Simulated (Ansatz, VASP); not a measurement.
# Be16C (a cell with a defect): VASP beside Ansatz

```
Be C
1.0
    -2.29000   -3.96640    0.00000
     3.43500   -1.98320    0.00000
     0.00000    0.00000    7.17686
Be C
16 1
Cartesian
  -0.0357 -3.9753 -0.0452
  0.0071 -2.6494 1.6720
  -0.0135 -4.0667 3.6413
  0.0015 -2.6467 5.4314
  -1.1475 -1.9832 -0.0445
  2.3018 -2.5471 1.7464
  -1.1534 -1.9799 3.7135
  2.3250 -2.6384 5.4318
  1.1338 -1.9502 -0.0449
  1.0336 -0.5981 1.7405
  1.2230 -1.9242 3.6408
  1.1543 -0.6685 5.4273
  -0.0103 0.0045 -0.0401
  1.0656 -4.6885 1.7460
  0.1102 -0.0658 3.6469
  1.1552 -4.6631 5.4319
  1.1433 -3.3064 2.6936
```

Alike in both runs: functional PBEsol; k mesh 5 × 5 × 3; occupations gaussian, width 0.05 eV; no spin polarisation.

Ansatz relaxed the structure, and its values are those at the end. VASP's run is a single point on that final structure, the one shown.

```csv
,VASP,Ansatz
version,VASP 6.6.1,Ansatz 0.2.0
potentials or method,"VASP PAW PBE potentials, release 64 (Be, C)","scalar-relativistic, plane waves, PAW"
plane-wave cutoff (eV),520,420
valence electrons in the cell,36,36
```

Ansatz gave:

- rms of the force components (eV/Å): 0.006

**Question.** Estimate VASP's values.

**Answer.** rms of the force components (eV/Å): 0.012.

The functional is the same, so the differences come from potentials, cutoffs and numerics.

Caveats: the PAW data sets were made with another functional, which shifts forces and pressure a little (VASP).
